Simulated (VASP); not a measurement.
# B (R-3m) in VASP: relaxation of cell and atoms with LDA

Aim: the relaxation of cell and atoms of B with LDA.

Program: VASP 6.6.1. These are calculated values, not measurements. Logs are shortened: lines on timing, memory, paths and dates and some standing lists are left out, and cuts for length are marked.

### Step 1. The structure

The structure is trigonal, space group R-3m (No. 166). Conventional cell: a = 4.898 Å, b = 4.898 Å, c = 12.524 Å, α = 90.00°, β = 90.00°, γ = 120.00°. B (site symmetry m) has 6 B at 1.67 to 1.80 Å as nearest neighbours. B (site symmetry m) has 7 B at 1.77 to 2.01 Å as nearest neighbours.

### Step 2. Relaxation of cell and atoms, LDA

The input, INCAR:

```
PREC     = Accurate       # precision mode
ENCUT    = 600            # plane-wave cutoff, eV
EDIFF    = 1E-7           # SCF threshold, eV
ISMEAR   = 0              # smearing method
SIGMA    = 0.02           # smearing width, eV
LREAL    = F              # projectors in reciprocal space
LASPH    = T              # aspherical terms in the spheres
NELM     = 100            # most SCF steps
ALGO     = Normal         # electronic algorithm
ISIF     = 3              # what is computed and relaxed
LWAVE    = F              # write WAVECAR
LCHARG   = F              # write CHGCAR
IBRION   = 2              # ionic algorithm
NSW      = 90             # ionic steps
EDIFFG   = -0.005         # ionic threshold
```

The input, KPOINTS:

```
Automatic mesh
0
Gamma
  6 6 6
```

The input, POSCAR:

```
B
1.0
    2.4491963900      1.4140442000      4.1747204400
   -2.4491963900      1.4140442000      4.1747204400
    0.0000000000     -2.8280883900      4.1747204400
B
12
Direct
    0.0099700400      0.6542851200      0.0099700400
    0.0099700400      0.0099700400      0.6542851200
    0.6542851200      0.0099700400      0.0099700400
    0.3457148800      0.9900299600      0.9900299600
    0.9900299600      0.3457148800      0.9900299600
    0.9900299600      0.9900299600      0.3457148800
    0.2205655700      0.6316348300      0.2205655700
    0.2205655700      0.2205655700      0.6316348300
    0.6316348300      0.2205655700      0.2205655700
    0.3683651700      0.7794344300      0.7794344300
    0.7794344300      0.3683651700      0.7794344300
    0.7794344300      0.7794344300      0.3683651700
```

Potentials or basis: VASP PAW LDA potentials, release 64 (B).

Launch:

```console
$ cat potpaw_LDA.64/B/POTCAR > POTCAR
$ mpirun -np 1 vasp_std > vasp.out
```

OUTCAR:

```text
PREC = Accurate
   ENCUT = 600
   EDIFF = 1E-7
   ISMEAR = 0
   LREAL = F
   LASPH = T
   NELM = 100
   ISIF = 3
   IBRION = 2
   NSW = 90
   EDIFFG = -0.005

 ion  position               nearest neighbor table
   1  0.010  0.654  0.010-   5 1.67   3 1.74   2 1.74   7 1.79  12 1.80  10 1.80
   2  0.010  0.010  0.654-   6 1.67   3 1.74   1 1.74   8 1.79  10 1.80  11 1.80
   3  0.654  0.010  0.010-   4 1.67   1 1.74   2 1.74   9 1.79  12 1.80  11 1.80
   4  0.346  0.990  0.990-   3 1.67   5 1.74   6 1.74  10 1.79   8 1.80   7 1.80
   5  0.990  0.346  0.990-   1 1.67   4 1.74   6 1.74  11 1.79   8 1.80   9 1.80
   6  0.990  0.990  0.346-   2 1.67   4 1.74   5 1.74  12 1.79   9 1.80   7 1.80
   7  0.221  0.632  0.221-  12 1.77  10 1.77   1 1.79   6 1.80   4 1.80   9 2.01   8 2.01
   8  0.221  0.221  0.632-  10 1.77  11 1.77   2 1.79   4 1.80   5 1.80   7 2.01   9 2.01
   9  0.632  0.221  0.221-  12 1.77  11 1.77   3 1.79   6 1.80   5 1.80   7 2.01   8 2.01
  10  0.368  0.779  0.779-   8 1.77   7 1.77   4 1.79   2 1.80   1 1.80  11 2.01  12 2.01
  11  0.779  0.368  0.779-   8 1.77   9 1.77   5 1.79   2 1.80   3 1.80  10 2.01  12 2.01
  12  0.779  0.779  0.368-   7 1.77   9 1.77   6 1.79   3 1.80   1 1.80  10 2.01  11 2.01

  LATTYP: Found a trigonal (rhomboedric) cell.
 ALAT       =     5.0424572094
 COS(alpha) =     0.5281621515

  Lattice vectors:

 A1 = (   2.4491963900,   1.4140442000,   4.1747204400)
 A2 = (  -2.4491963900,   1.4140442000,   4.1747204400)
 A3 = (   0.0000000000,  -2.8280883900,   4.1747204400)

Analysis of symmetry for initial positions (statically):
=====================================================================
 Subroutine PRICEL returns:
 Original cell was already a primitive cell.

 Routine SETGRP: Setting up the symmetry group for a
 trigonal (rhombohedral) supercell.

 Subroutine GETGRP returns: Found 12 space group operations
 (whereof 12 operations were pure point group operations)
 out of a pool of 12 trial point group operations.

The static configuration has the point symmetry D_3d.

Analysis of symmetry for dynamics (positions and initial velocities):
=====================================================================
 Subroutine PRICEL returns:
 Original cell was already a primitive cell.

 Routine SETGRP: Setting up the symmetry group for a
 trigonal (rhombohedral) supercell.

 Subroutine GETGRP returns: Found 12 space group operations
 (whereof 12 operations were pure point group operations)
 out of a pool of 12 trial point group operations.

The dynamic configuration has the point symmetry D_3d.

 Subroutine INISYM returns: Found 12 space group operations
 (whereof 12 operations are pure point group operations),
 and found     1 'primitive' translations

----------------------------------------------------------------------------------------

                                     Primitive cell

  volume of cell :      86.7492

  direct lattice vectors                    reciprocal lattice vectors
     2.449196390  1.414044200  4.174720440     0.204148594  0.117865246  0.079845666
    -2.449196390  1.414044200  4.174720440    -0.204148594  0.117865246  0.079845666
     0.000000000 -2.828088390  4.174720440     0.000000000 -0.235730491  0.079845666

  length of vectors
     5.042457209  5.042457209  5.042457208     0.248885908  0.248885908  0.248885908

  position of ions in fractional coordinates (direct lattice)
     0.009970040  0.654285120  0.009970040
     0.009970040  0.009970040  0.654285120
     0.654285120  0.009970040  0.009970040
     0.345714880  0.990029960  0.990029960
     0.990029960  0.345714880  0.990029960
     0.990029960  0.990029960  0.345714880
     0.220565570  0.631634830  0.220565570
     0.220565570  0.220565570  0.631634830
     0.631634830  0.220565570  0.220565570
     0.368365170  0.779434430  0.779434430
     0.779434430  0.368365170  0.779434430
     0.779434430  0.779434430  0.368365170

  ion indices of the primitive-cell ions
   primitive index   ion index
                 1           1
                 2           2
                 3           3
                 4           4
                 5           5
                 6           6
                 7           7
                 8           8
                 9           9
                10          10
                11          11
                12          12

----------------------------------------------------------------------------------------

 KPOINTS: Automatic mesh

Automatic generation of k-mesh.
 Grid dimensions read from file:
 generate k-points for:    6    6    6

 Generating k-lattice:

  Cartesian coordinates                     Fractional coordinates (reciprocal lattice)
     0.034024766  0.019644208  0.013307611     0.166666667  0.000000000 -0.000000000
    -0.034024766  0.019644208  0.013307611     0.000000000  0.166666667 -0.000000000
     0.000000000 -0.039288415  0.013307611    -0.000000000 -0.000000000  0.166666667

  Length of vectors
     0.041480985  0.041480985  0.041480985

  Shift w.r.t. Gamma in fractional coordinates (k-lattice)
     0.000000000  0.000000000  0.000000000

 Subroutine IBZKPT returns following result:
 ===========================================

 Found     32 irreducible k-points:

 Following reciprocal coordinates:
            Coordinates               Weight
  0.000000  0.000000  0.000000      1.000000
  0.166667  0.000000  0.000000      6.000000
  0.333333 -0.000000  0.000000      6.000000
  0.500000 -0.000000  0.000000      3.000000
  0.166667  0.166667  0.000000      6.000000
  0.333333  0.166667  0.000000     12.000000
[... 16 lines left out ...]
  0.500000  0.500000  0.166667      6.000000
 -0.333333  0.500000  0.166667     12.000000
 [... further k-points ...]
   k-points           NKPTS =     32   k-points in BZ     NKDIM =     32   number of bands    NBANDS=     25
   number of dos      NEDOS =    301   number of ions     NIONS =     12
   total plane-waves  NPLWV =  64000
   dimension x,y,z NGX =    40 NGY =   40 NGZ =   40
   dimension x,y,z NGXF=    80 NGYF=   80 NGZF=   80
   ions per type =              12
   NGX,Y,Z   is equivalent  to a cutoff of  13.19, 13.19, 13.19 a.u.
   NGXF,Y,Z  is equivalent  to a cutoff of  26.38, 26.38, 26.38 a.u.
 SYSTEM =  unknown system
   PREC   = accura    normal or accurate (medium, high low for compatibility)
   ISTART =      0    job   : 0-new  1-cont  2-samecut
   ICHARG =      2    charge: 1-file 2-atom 10-const
   ISPIN  =      1    spin polarized calculation?
   LNONCOLLINEAR =      F non collinear calculations
   LSORBIT =      F    spin-orbit coupling
   LASPH  =      T    aspherical Exc in radial PAW
   ENCUT  =  600.0 eV  44.10 Ry    6.64 a.u.  10.07 10.07 10.07*2*pi/ulx,y,z
   NELM   =    100;   NELMIN=  2; NELMDL= -5     # of ELM steps
   EDIFF  = 0.1E-06   stopping-criterion for ELM
   LREAL  =      F    real-space projection
   EDIFFG = -.5E-02   stopping-criterion for IOM
   NSW    =     90    number of steps for IOM
   IBRION =      2    ionic relax: 0-MD 1-quasi-New 2-CG
   NFREE  =      1    steps in history (QN), initial steepest desc. (CG)
   ISIF   =      3    stress and relaxation
   ISYM   =      2    0-nonsym 1-usesym 2-fastsym
   POTIM  = 0.5000    time-step for ionic-motion
   TEBEG  =    0.0;   TEEND  =   0.0 temperature during run
   PSTRESS=    0.0 pullay stress
   NELECT =      36.0000    total number of electrons
   NUPDOWN=      -1.0000    fix difference up-down
   EMIN   =  10.00;   EMAX   =-10.00  energy-range for DOS
   EFERMI =   0.00;   METHOD = LEGACY
   ISMEAR =     0;   SIGMA  =   0.02  broadening in eV -4-tet -1-fermi 0-gaus
   EFERMI_NEDOS =   21; number of points for ismear=-14 and -15
   IALGO  =     38    algorithm
   IMIX   =      4    mixing-type and parameters
     AMIX     =   0.40;   BMIX     =  1.00
     AMIX_MAG =   1.60;   BMIX_MAG =  1.00
  volume/ion in A,a.u.               =       7.23        48.78
  Fermi-wavevector in a.u.,A,eV,Ry     =   1.221108  2.307559 20.287697  1.491104
  Thomas-Fermi vector in A             =   2.356301
   LORBIT       =      0    0 simple, 1 ext, 2 COOP (PROOUT), +10 PAW based schemes
   GGA     = CA    functional components
   LHFCALC =     F    Hartree Fock is set to
   AEXX    =    0.0000 exact exchange contribution
   IVDW    =     0    specifies the selected vdW correction
   LEPSILON=     F    determine dielectric tensor
   LRPA    =     F    only Hartree local field effects (RPA)
 conjugate gradient relaxation of ions
 non-spin polarized calculation
 Gauss-broadening in eV      SIGMA  =   0.02
  energy-cutoff  :      600.00
  volume of cell :       86.75
 maximum number of plane-waves:      2917
   NGX = 21   NGY = 21   NGZ = 21

--------------------------------------- Ionic step        1  -------------------------------------------

 number of electron      36.0000000 magnetization

 Free energy of the ion-electron system (eV)
  ---------------------------------------------------
  ext. energy  EPLUGINS =         0.00000000
  ---------------------------------------------------
  free energy    TOTEN  =       -89.55674807 eV

  energy without entropy =      -89.55674807  energy(sigma->0) =      -89.55674807

------------------------ aborting loop because EDIFF is reached ----------------------------------------

  FORCE on cell =-STRESS in cart. coord.  units (eV):
  Direction    XX          YY          ZZ          XY          YZ          ZX
  --------------------------------------------------------------------------------------
  -------------------------------------------------------------------------------------
  Total       -3.9161932     -3.9161932     -3.9140558      0.0000000     -0.0000000      0.0000000
  in kB      -72.3284983    -72.3284985    -72.2890231      0.0000000     -0.0000001      0.0000000
  external PRESSURE =     -72.3153400 kB  Pullay stress =       0.0000000 kB
[... 307 lines left out ...]
  energy  without entropy=      -89.6219705716  energy(sigma->0) =      -89.62197057

--------------------------------------- Ionic step        8  -------------------------------------------

 number of electron      36.0000000 magnetization

 Free energy of the ion-electron system (eV)
  ---------------------------------------------------
  ext. energy  EPLUGINS =         0.00000000
  ---------------------------------------------------
  free energy    TOTEN  =       -89.62209894 eV

  energy without entropy =      -89.62209894  energy(sigma->0) =      -89.62209894

 E-fermi :   6.4674     XC(G=0): -11.8334

 val. band max:        6.3282165723   @ k =   0.5000   0.5000   0.5000
 cond. band min:       7.6981053923   @ k =   0.0000   0.0000   0.0000
 fundamental gap:      1.3698888200
 Fermi energy:         6.4673651317

 k-point     1 :       0.0000    0.0000    0.0000
  band No.  band energies     occupation
      1      -9.9988      2.00000
      2      -4.1355      2.00000
      3      -3.8829      2.00000
      4      -3.8829      2.00000
      5      -2.9869      2.00000
      6      -2.2622      2.00000
[... 661 lines left out ...]
     24      11.6313      0.00000
     25      12.0054      0.00000

 [... further k-points ...]

------------------------ aborting loop because EDIFF is reached ----------------------------------------

  FORCE on cell =-STRESS in cart. coord.  units (eV):
  Direction    XX          YY          ZZ          XY          YZ          ZX
  --------------------------------------------------------------------------------------
  -------------------------------------------------------------------------------------
  Total       -0.0098109     -0.0098109      0.0160085      0.0000000      0.0000000      0.0000000
  in kB       -0.1872668     -0.1872668      0.3055629      0.0000000      0.0000000      0.0000000
  external PRESSURE =      -0.0229902 kB  Pullay stress =       0.0000000 kB
[... 27 lines left out ...]
  FREE ENERGIE OF THE ION-ELECTRON SYSTEM (eV)
  ---------------------------------------------------
  free  energy   TOTEN  =       -89.6220989424 eV

  energy  without entropy=      -89.6220989424  energy(sigma->0) =      -89.62209894

 reached required accuracy - stopping structural energy minimisation
```

Run time: 6.1 min. Hardware: 1 thread of Intel Xeon Platinum 8488C (Sapphire Rapids), shared host; peak memory 0.22 GiB.

Results:

```
Free energy                            : -89.6221 eV
Relaxed volume                         : 6.99 Å³/atom
Relaxed cell                           : a = 4.990 Å, b = 4.990 Å, c = 4.990 Å, α = 58.06°, β = 58.06°, γ = 58.06°
Space group after relaxing (to 0.05 Å) : R-3m (No. 166)
Energy gained by relaxing              : 5.4 meV/atom
Ionic steps                            : 8
Pressure after relaxing                : 0.0 GPa
Band gap on the k mesh                 : 1.37 eV, indirect (least direct gap 1.74 eV)
```

Forces on the atoms (eV/Å):
```
B   -0.001  0.000 -0.001
B    0.000 -0.001 -0.001
B    0.001  0.000 -0.001
B   -0.001  0.000  0.001
B    0.001  0.000  0.001
B    0.000  0.001  0.001
B    0.000  0.000 -0.003
B    0.000  0.000 -0.003
B    0.000  0.000 -0.003
B    0.000  0.000  0.003
B    0.000  0.000  0.003
B    0.000  0.000  0.003
```

Step by step:
| step | energy change (eV) | largest force (eV/Å) | pressure (GPa) | volume (Å³) |
| --- | --- | --- | --- | --- |
| 1 | 0.0000 | 0.1851 | -7.23 | 86.75 |
| 2 | -0.0241 | 0.4522 | 5.06 | 82.72 |
| 3 | -0.0570 | 0.2184 | -0.48 | 84.42 |
| 4 | -0.0626 | 0.1905 | 0.39 | 83.77 |
| 5 | -0.0642 | 0.0806 | 0.10 | 83.98 |
| 6 | -0.0649 | 0.0609 | -0.05 | 83.92 |
| 7 | -0.0652 | 0.0244 | 0.00 | 83.94 |
| 8 | -0.0654 | 0.0030 | 0.00 | 83.94 |

Final structure:
```
CELL_PARAMETERS angstrom
2.42146 1.39803 4.13254
-2.42146 1.39803 4.13254
0.00000 -2.79606 4.13254
ATOMIC_POSITIONS crystal
B 0.01048 0.65425 0.01048
B 0.01048 0.01048 0.65425
B 0.65425 0.01048 0.01048
B 0.34575 0.98952 0.98952
B 0.98952 0.34575 0.98952
B 0.98952 0.98952 0.34575
B 0.22152 0.62996 0.22152
B 0.22152 0.22152 0.62996
B 0.62996 0.22152 0.22152
B 0.37004 0.77848 0.77848
B 0.77848 0.37004 0.77848
B 0.77848 0.77848 0.37004
```

Levels at points of the mesh, in eV from the valence-band top:
| k point | band 15 | band 16 | band 17 | band 18 | band 19 | band 20 | band 21 | band 22 |
| --- | --- | --- | --- | --- | --- | --- | --- | --- |
| (0.00, 0.00, 0.00) | -1.46 | -0.79 | -0.79 | -0.37 | 1.37 | 4.66 | 4.66 | 4.78 |
| (0.50, 0.00, 0.00) | -2.78 | -1.94 | -1.75 | -0.53 | 1.95 | 3.38 | 3.64 | 5.06 |
| (0.50, 0.50, 0.00) | -3.04 | -2.57 | -2.17 | -1.89 | 1.49 | 2.69 | 2.98 | 3.58 |
| (0.50, 0.50, 0.50) | -3.09 | -1.95 | -1.95 | 0.00 | 2.60 | 2.83 | 2.83 | 5.09 |

A k mesh can miss the band edges. LDA gaps usually lie below the measured ones, often by a third to a half.
